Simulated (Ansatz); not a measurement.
A strain series on wurtzite ZnO with r2SCAN in Ansatz; the unstrained cell is the r2SCAN minimum. Calculated for a static, non-magnetic cell.

Input of the unstrained run:
```yaml
crystal:
  lattice:
    - [3.2353408669, 0.0, 0.0]
    - [-1.6176704335, 2.8018873806, 0.0]
    - [0.0, 0.0, 5.2109518316]
  atoms:
    - { symbol: Zn, position: [0.3333333333, 0.6666666667, -0.0023477533] }
    - { symbol: Zn, position: [0.6666666667, 0.3333333333, 0.4976522467] }
    - { symbol: O, position: [0.3333333333, 0.6666666667, 0.3773477533] }
    - { symbol: O, position: [0.6666666667, 0.3333333333, 0.8773477533] }
kpoints:
  mp_grid: { grid: [12, 12, 6] }
  band_path:
    path:
      - [0.0, 0.0, 0.0]
      - [0.5, 0.0, 0.0]
      - [0.3333333333, 0.3333333333, 0.0]
      - [0.0, 0.0, 0.5]
      - [0.5, 0.0, 0.5]
      - [0.3333333333, 0.3333333333, 0.5]
    npoints: 1
hamiltonian:
  xc: r2scan
scf:
  occupations: { method: fixed }
  n_extra_bands: 5
output:
  forces: true
  stress: true
  eigenvalues: true
```

Its main results, and the levels near the gap at the points of the path (eV from the Fermi energy, bands numbered from 0, names kept under strain):
```
Crystal: 4 atoms, lattice volume = 47.238 Å³
Basis set: ecut = 500 eV, 1165 PW (Γ)
Symmetry: 12 space group operations
Space group: P63mc (ITA 186)
k-points: 76 of 864 (time reversal used)
Free energy (F): -7789.852949 eV
Fermi energy:    6.968894 eV
--- Forces (eV/Å), atoms counted from 1 ---
  atom   1  Zn      0.00000      0.00000      0.00111
  atom   2  Zn      0.00000      0.00000      0.00111
  atom   3  O       0.00000      0.00000    -0.00120
  atom   4  O       0.00000      0.00000    -0.00120
--- Stress (GPa, compression-positive) ---
       -0.000867       0.000000       0.000000
        0.000000      -0.000867       0.000000
        0.000000       0.000000       0.000356
  P = ⅓ Tr σ = -0.0005 GPa (-0.005 kbar)
```
```tsv
point	band_15	band_16	band_17	band_18	band_19	band_20
Γ	-0.096	0.000	0.000	1.238	5.888	8.833
M	-2.331	-1.309	-0.868	6.439	7.382	8.110
K	-1.959	-1.959	-1.769	8.145	8.462	8.462
A	-0.402	-0.402	-0.402	3.939	3.939	10.844
L	-1.553	-1.410	-1.410	6.274	6.274	9.183
H	-2.742	-1.289	-1.289	8.529	8.529	8.732
```

Another run changes these blocks:
```yaml
crystal:
  lattice:
    - [3.2353408669, 0.0, 0.0]
    - [-1.6176704335, 2.8018873806, 0.0]
    - [0.0, 0.0, 5.0025137583]
  atoms:
    - { symbol: Zn, position: [0.3333333333, 0.6666666667, -0.0083871209] }
    - { symbol: Zn, position: [0.6666666667, 0.3333333333, 0.4916128791] }
    - { symbol: O, position: [0.3333333333, 0.6666666667, 0.3833871209] }
    - { symbol: O, position: [0.6666666667, 0.3333333333, 0.8833871209] }
output:
  forces: true
  stress: true
  eigenvalues: true
  write_density: true
  write_potential: true
  elf: true
  volumetric_format: npy
```

```
Crystal: 4 atoms, lattice volume = 45.348 Å³
Basis set: ecut = 500 eV, 1129 PW (Γ)
Symmetry: 12 space group operations
Space group: P63mc (ITA 186)
k-points: 76 of 864 (time reversal used)
Free energy (F): -7789.801251 eV
Fermi energy:    7.583132 eV
--- Forces (eV/Å), atoms counted from 1 ---
  atom   1  Zn      0.00000      0.00000      0.00023
  atom   2  Zn      0.00000      0.00000      0.00023
  atom   3  O       0.00000      0.00000    -0.00033
  atom   4  O       0.00000      0.00000    -0.00033
--- Stress (GPa, compression-positive) ---
        5.262510       0.000000       0.000000
        0.000000       5.262510       0.000000
        0.000000       0.000000       8.682508
  P = ⅓ Tr σ = 6.4025 GPa (64.025 kbar)
```
```tsv
point	band_15	band_16	band_17	band_18	band_19	band_20
Γ	-0.148	0.000	0.000	1.340	5.884	9.346
M	-2.546	-1.287	-1.012	6.609	7.379	8.506
K	-1.986	-1.986	-1.978	8.560	8.608	8.608
A	-0.420	-0.420	-0.420	4.115	4.115	11.275
L	-1.720	-1.296	-1.296	6.423	6.423	9.422
H	-2.951	-1.175	-1.175	8.696	8.696	9.026
```

**Question.** Which strain is this, and what did it do?

**Answer.** Uniaxial -4.0 % along z, other directions held, atoms relaxed again. r2SCAN: the gap goes from 1.238 to 1.340 eV (+0.102 eV); with r2SCAN the top three valence levels at Γ, grouped 2+1 from the top over 96 meV, become 2+1 over 148 meV.

Another run changes these blocks:
```yaml
crystal:
  lattice:
    - [3.2353408669, 0.0, 0.0]
    - [-1.6176704335, 2.8018873806, 0.0]
    - [0.0, 0.0, 5.0546232766]
  atoms:
    - { symbol: Zn, position: [0.3333333333, 0.6666666667, -0.0066953031] }
    - { symbol: Zn, position: [0.6666666667, 0.3333333333, 0.4933046969] }
    - { symbol: O, position: [0.3333333333, 0.6666666667, 0.3816953031] }
    - { symbol: O, position: [0.6666666667, 0.3333333333, 0.8816953031] }
```

```
Crystal: 4 atoms, lattice volume = 45.820 Å³
Basis set: ecut = 500 eV, 1141 PW (Γ)
Symmetry: 12 space group operations
Space group: P63mc (ITA 186)
k-points: 76 of 864 (time reversal used)
Free energy (F): -7789.823746 eV
Fermi energy:    7.424773 eV
--- Forces (eV/Å), atoms counted from 1 ---
  atom   1  Zn      0.00000      0.00000    -0.00065
  atom   2  Zn      0.00000      0.00000    -0.00065
  atom   3  O       0.00000      0.00000      0.00055
  atom   4  O       0.00000      0.00000      0.00055
--- Stress (GPa, compression-positive) ---
        3.797178       0.000000       0.000000
        0.000000       3.797178       0.000000
        0.000000       0.000000       6.569862
  P = ⅓ Tr σ = 4.7214 GPa (47.214 kbar)
```
```tsv
point	band_15	band_16	band_17	band_18	band_19	band_20
Γ	-0.125	0.000	0.000	1.315	5.885	9.215
M	-2.493	-1.290	-0.972	6.565	7.383	8.405
K	-1.979	-1.979	-1.918	8.449	8.573	8.573
A	-0.417	-0.417	-0.417	4.068	4.068	11.164
L	-1.677	-1.328	-1.328	6.388	6.388	9.361
H	-2.895	-1.209	-1.209	8.655	8.655	8.965
```

**Question.** Which strain is this, and what did it do?

**Answer.** Uniaxial -3.0 % along z, other directions held, atoms relaxed again. r2SCAN: the gap goes from 1.238 to 1.315 eV (+0.077 eV); with r2SCAN the top three valence levels at Γ, grouped 2+1 from the top over 96 meV, become 2+1 over 125 meV.

Another run changes these blocks:
```yaml
crystal:
  lattice:
    - [3.2353408669, 0.0, 0.0]
    - [-1.6176704335, 2.8018873806, 0.0]
    - [0.0, 0.0, 5.1067327949]
  atoms:
    - { symbol: Zn, position: [0.3333333333, 0.6666666667, -0.0051370691] }
    - { symbol: Zn, position: [0.6666666667, 0.3333333333, 0.4948629309] }
    - { symbol: O, position: [0.3333333333, 0.6666666667, 0.3801370691] }
    - { symbol: O, position: [0.6666666667, 0.3333333333, 0.8801370691] }
```

```
Crystal: 4 atoms, lattice volume = 46.293 Å³
Basis set: ecut = 500 eV, 1141 PW (Γ)
Symmetry: 12 space group operations
Space group: P63mc (ITA 186)
k-points: 76 of 864 (time reversal used)
Free energy (F): -7789.839912 eV
Fermi energy:    7.269682 eV
--- Forces (eV/Å), atoms counted from 1 ---
  atom   1  Zn      0.00000      0.00000    -0.00009
  atom   2  Zn      0.00000      0.00000    -0.00009
  atom   3  O       0.00000      0.00000      0.00000
  atom   4  O       0.00000      0.00000      0.00000
--- Stress (GPa, compression-positive) ---
        2.437687       0.000000       0.000000
        0.000000       2.437687       0.000000
        0.000000       0.000000       4.403062
  P = ⅓ Tr σ = 3.0928 GPa (30.928 kbar)
```
```tsv
point	band_15	band_16	band_17	band_18	band_19	band_20
Γ	-0.109	0.000	0.000	1.290	5.886	9.085
M	-2.439	-1.294	-0.934	6.522	7.385	8.305
K	-1.972	-1.972	-1.863	8.343	8.537	8.537
A	-0.413	-0.413	-0.413	4.024	4.024	11.055
L	-1.635	-1.358	-1.358	6.351	6.351	9.301
H	-2.842	-1.239	-1.239	8.613	8.613	8.895
```

**Question.** Which strain is this, and what did it do?

**Answer.** Uniaxial -2.0 % along z, other directions held, atoms relaxed again. r2SCAN: the gap goes from 1.238 to 1.290 eV (+0.052 eV); with r2SCAN the top three valence levels at Γ, grouped 2+1 from the top over 96 meV, become 2+1 over 109 meV.

Uniaxial -1.0 % along z, other directions held. The input changes in these blocks:
```yaml
crystal:
  lattice:
    - [3.2353408669, 0.0, 0.0]
    - [-1.6176704335, 2.8018873806, 0.0]
    - [0.0, 0.0, 5.1588423132]
  atoms:
    - { symbol: Zn, position: [0.3333333333, 0.6666666667, -0.0036448895] }
    - { symbol: Zn, position: [0.6666666667, 0.3333333333, 0.4963551105] }
    - { symbol: O, position: [0.3333333333, 0.6666666667, 0.3786448895] }
    - { symbol: O, position: [0.6666666667, 0.3333333333, 0.8786448895] }
```

```
Crystal: 4 atoms, lattice volume = 46.765 Å³
Basis set: ecut = 500 eV, 1165 PW (Γ)
Symmetry: 12 space group operations
Space group: P63mc (ITA 186)
k-points: 76 of 864 (time reversal used)
Free energy (F): -7789.849676 eV
Fermi energy:    7.117610 eV
--- Forces (eV/Å), atoms counted from 1 ---
  atom   1  Zn      0.00000      0.00000    -0.00261
  atom   2  Zn      0.00000      0.00000    -0.00261
  atom   3  O       0.00000      0.00000      0.00252
  atom   4  O       0.00000      0.00000      0.00252
--- Stress (GPa, compression-positive) ---
        1.158726       0.000000       0.000000
        0.000000       1.158726       0.000000
        0.000000       0.000000       2.239854
  P = ⅓ Tr σ = 1.5191 GPa (15.191 kbar)
```
```tsv
point	band_15	band_16	band_17	band_18	band_19	band_20
Γ	-0.099	0.000	0.000	1.264	5.887	8.958
M	-2.385	-1.301	-0.899	6.480	7.385	8.206
K	-1.966	-1.966	-1.812	8.240	8.500	8.500
A	-0.409	-0.409	-0.409	3.981	3.981	10.949
L	-1.593	-1.385	-1.385	6.313	6.313	9.242
H	-2.790	-1.266	-1.266	8.571	8.571	8.817
```

r2SCAN: the gap goes from 1.238 to 1.264 eV (+0.026 eV).

The splittings at Γ are without spin-orbit coupling, which regroups them where it is of like size or larger.
